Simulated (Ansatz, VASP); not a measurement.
Two plane-wave programs on GaN

```
CELL_PARAMETERS angstrom
0.00000 2.13524 2.19929
2.13524 0.00000 2.19929
2.13524 2.13524 0.00000
ATOMIC_POSITIONS crystal
Ga 0.00000 0.00000 0.00000
N 0.50000 0.50000 0.50000
```

Change from the starting cell: strain +0.000 along x and y, +0.030 along z, atoms carried along.

Alike in both runs: task single point; functional PBE; k mesh 14 × 14 × 14; occupations gaussian, width 0.05 eV; no spin polarisation.

|  | VASP | Ansatz |
| --- | --- | --- |
| version | VASP 6.6.1 | Ansatz 0.2.0 |
| potentials or method | VASP PAW PBE potentials, release 64 (Ga_d, N) | scalar-relativistic, plane waves, PAW |
| plane-wave cutoff (eV) | 520 | 420 |
| valence electrons in the cell | 18 | 18 |

Ansatz gave:

```
gap on the k mesh at the Fermi level (eV)       : 0.12
least direct gap on the mesh (eV)               : 1.85
pressure (GPa)                                  : -5.8
largest component of the traceless stress (GPa) : 2.39
```

Question: Estimate VASP's values.

Answer: gap on the k mesh at the Fermi level (eV): 0.11; least direct gap on the mesh (eV): 1.85; pressure (GPa): -5.1; largest component of the traceless stress (GPa): 2.46.

With one functional, cell and mesh, what is left measures potentials, basis and numerics.
